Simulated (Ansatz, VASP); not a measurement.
Ge: VASP beside Ansatz

Contents of INCAR:

```
  ALGO = Normal
  EDIFF = 1E-7
  ENCUT = 520
  GGA = PE
  ISIF = 2
  ISMEAR = -1
  LASPH = True
  LCHARG = False
  LREAL = False
  LWAVE = False
  NBANDS = 21
  NELM = 80
  PREC = Accurate
  SIGMA = 0.05
```

The input KPOINTS:

```
k-points
0
Gamma
  10 10 10
```

The input POSCAR:

```
Ge
1.0
    0.0000000000      2.8193091601      2.8193091601
    2.8193091601      0.0000000000      2.8193091601
    2.8193091601      2.8193091601      0.0000000000
Ge
2
Direct
    0.5000000000      0.5000000000      0.5000000000
    0.7500000000      0.7500000000      0.7500000000
```

Input for Ansatz:

```yaml
crystal:
  lattice:
    - [0.0, 2.8193091601, 2.8193091601]
    - [2.8193091601, 0.0, 2.8193091601]
    - [2.8193091601, 2.8193091601, 0.0]
  atoms:
    - { symbol: Ge, position: [0.5, 0.5, 0.5] }
    - { symbol: Ge, position: [0.75, 0.75, 0.75] }
kpoints:
  mp_grid: { grid: [10, 10, 10] }
  band_path:
    path:
      - [0.0, 0.0, 0.0]
      - [0.5, 0.0, 0.5]
      - [0.625, 0.25, 0.625]
      - [0.375, 0.375, 0.75]
      - [0.0, 0.0, 0.0]
      - [0.5, 0.5, 0.5]
      - [0.5, 0.25, 0.75]
      - [0.5, 0.0, 0.5]
    npoints: 5
scf:
  occupations: { method: fermi_dirac, width: 0.05 }
hamiltonian:
  xc: pbe
  pseudopotentials: { kind: all_electron, lapw: { basis_error: 0.00025 } }
output:
  forces: true
  stress: true
  eigenvalues: true
```

Change from the starting cell: volume scaled by 0.99.

Alike in both runs: task single point; functional PBE; k mesh 10 × 10 × 10; occupations fermi-dirac, width 0.05 eV; no spin polarisation.

```csv
,VASP,Ansatz
version,VASP 6.6.1,Ansatz 0.2.0
potentials or method,"VASP PAW PBE potentials, release 64 (Ge_d)","all-electron LAPW, scalar-relativistic"
plane-wave cutoff (eV),520,see its input
```

```tsv
	VASP	Ansatz	Ansatz less VASP
pressure (GPa)	4.4	4.4	+0.06
```

Ansatz ran all-electron here, so the differences hold the error of VASP's frozen core and of both bases.
